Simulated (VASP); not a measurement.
## MnSb: equation of state with PBE

The system is MnSb.

```
Sb Mn
1.0
     0.00000    2.79502    2.79502
     2.79502    0.00000    2.79502
     2.79502    2.79502    0.00000
Sb Mn
1 1
Direct
  0.50000 0.50000 0.50000
  0.00000 0.00000 0.00000
```

The cell comes from a database or a generator and needn't be the stable form of this composition.

* Program: VASP 6.6.1
* Task: equation of state
* Functional: PBE
* Potentials or basis: VASP PAW PBE potentials, release 64 (Sb, Mn_pv)
* Cutoff: 520 eV
* k mesh: 8 × 8 × 8
* Occupations: fermi-dirac, width 0.05 eV
* Spin: collinear spin, ferromagnetic start
* Starting moments: [0.0, 4.0] μB
* Further INCAR settings: ALGO = Normal; EDIFF = 1e-07; NBANDS = 20

The equilibrium volume is 21.70 Å³/atom and the bulk modulus is 61 GPa. The pressure derivative of the bulk modulus is 4.4.

Energy against volume, from the lowest point:
| volume (Å³/atom) | energy (meV/atom) |
| --- | --- |
| 20.525 | 13.15 |
| 20.962 | 4.90 |
| 21.398 | 0.65 |
| 21.835 | 0.00 |
| 22.272 | 2.57 |
| 22.708 | 8.02 |
| 23.145 | 16.07 |

All runs of the series together: 4.3 min on 1 thread of AMD EPYC 9R45 96-Core Processor (Zen 5), on a shared host.

Spin-orbit coupling is left out, which matters for the levels of Sb.
